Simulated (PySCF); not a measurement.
Isomers of C4H9N and their computed core-level spectra.

Method used: PySCF 2.14.0, delta-SCF UKS SCAN, pcX-2 on the ionised atom, pcseg-1 elsewhere, spin-free X2C. Geometries: PBE0-D3(BJ)/def2-SVP; isolated species, one conformer each.

Line lists (1s up to Mg, 2p3/2 beyond; areas count atoms within a level, one atom standing for each set equivalent by bonding):
1. C 1s: 290.39 (area 2), 291.17 (area 1), 291.29 (area 1) eV; N 1s: 404.77 eV
2. C 1s: 290.76 (area 1), 290.95 (area 1), 290.96 (area 1), 291.83 (area 1) eV; N 1s: 404.08 eV
3. C 1s: 290.20 (area 1), 290.47 (area 1), 291.38 (area 1), 291.40 (area 1) eV; N 1s: 404.73 eV
4. C 1s: 290.41 (area 2), 291.15 (area 2) eV; N 1s: 404.62 eV
5. C 1s: 290.49 (area 1), 290.53 (area 2), 291.35 (area 1) eV; N 1s: 404.85 eV
6. C 1s: 290.84 (area 1), 290.86 (area 1), 291.28 (area 1), 291.42 (area 1) eV; N 1s: 404.36 eV

Structures:
A. `CC/C=N\C`
B. `CNCC=C`
C. `CNC1CC1`
D. `NCC1CC1`
E. `C1CCNC1`
F. `[H]/N=C(/C)CC`

Match each list to its structure.

- 1 = C: another candidate has the same counts of sites, so positions decide. C 1s: 290.39 three-membered-ring carbon (×2), 291.17 sp3 carbon bound to nitrogen, 291.29 N-methyl carbon; N 1s: 404.77 secondary amine nitrogen.
- 2 = F: another candidate has the same counts of sites, so positions decide. C 1s: 290.76 methyl carbon, 290.95 methyl carbon, 290.96 chain CH2 carbon, 291.83 imine carbon; N 1s: 404.08 imine nitrogen.
- 3 = B: another candidate has the same counts of sites, so positions decide. C 1s: 290.20 terminal =CH2 carbon, 290.47 alkene CH carbon, 291.38 N-methyl carbon, 291.40 sp3 carbon bound to nitrogen; N 1s: 404.73 secondary amine nitrogen.
- 4 = E: no other candidate has these counts of sites. C 1s: 290.41 ring CH2 carbon (×2), 291.15 sp3 carbon bound to nitrogen (×2); N 1s: 404.62 secondary amine nitrogen.
- 5 = D: another candidate has the same counts of sites, so positions decide. C 1s: 290.49 three-membered-ring carbon, 290.53 three-membered-ring carbon (×2), 291.35 sp3 carbon bound to nitrogen; N 1s: 404.85 primary amine nitrogen.
- 6 = A: another candidate has the same counts of sites, so positions decide. C 1s: 290.84 methyl carbon, 290.86 chain CH2 carbon, 291.28 N-methyl carbon, 291.42 imine carbon; N 1s: 404.36 imine nitrogen.

1 of these hole states is spin-contaminated (⟨S²⟩ 0.88, against 0.75; counted from 0.85) and less certain.
